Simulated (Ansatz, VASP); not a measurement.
Two plane-wave programs on InAs

File INCAR:

```
PREC = Accurate ; ENCUT = 520
EDIFF = 1E-7 ; ISMEAR = 0
SIGMA = 0.1 ; LREAL = False
LASPH = True ; NELM = 60
ALGO = Normal ; ISIF = 2
LWAVE = False ; LCHARG = False
GGA = PE ; NBANDS = 16
```

File KPOINTS:

```
regular mesh
0
Gamma
  12 12 12
```

Contents of POSCAR:

```
InAs
1.0
    0.0000000000      3.1538291352      3.1538291352
    3.1538291352      0.0000000000      3.1538291352
    3.1538291352      3.1538291352      0.0000000000
In As
1 1
Direct
    0.0000000000      0.0000000000      0.0000000000
    0.2500000000      0.2500000000      0.2500000000
```

Input for Ansatz:

```yaml
crystal:
  lattice:
    - [0.0, 3.1538291374, 3.1538291374]
    - [3.1538291374, 0.0, 3.1538291374]
    - [3.1538291374, 3.1538291374, 0.0]
  atoms:
    - { symbol: In, position: [0.0, 0.0, 0.0] }
    - { symbol: As, position: [0.25, 0.25, 0.25] }
basis:
  ecutwfc: 420
kpoints:
  mp_grid: { grid: [12, 12, 12] }
hamiltonian:
  xc: pbe
scf:
  occupations: { method: gaussian, width: 0.1 }
output:
  forces: true
  stress: true
  eigenvalues: true
```

Alike in both runs: task single point; functional PBE; k mesh 12 × 12 × 12; occupations gaussian, width 0.1 eV; no spin polarisation.

```csv
,VASP,Ansatz
version,VASP 6.6.1,Ansatz 0.2.0
potentials or method,"VASP PAW PBE potentials, release 64 (In_d, As)","scalar-relativistic, plane waves, PAW"
plane-wave cutoff (eV),520,420
valence electrons in the cell,18,28
```

```tsv
	VASP	Ansatz	Ansatz less VASP
gap on the k mesh at the Fermi level (eV)	none	none	-
pressure (GPa)	-2.4	-2.5	-0.03
```

A gap of «none» marks a metal or a gap that the smearing closes. The two sets of potentials don't hold the same shells in valence.
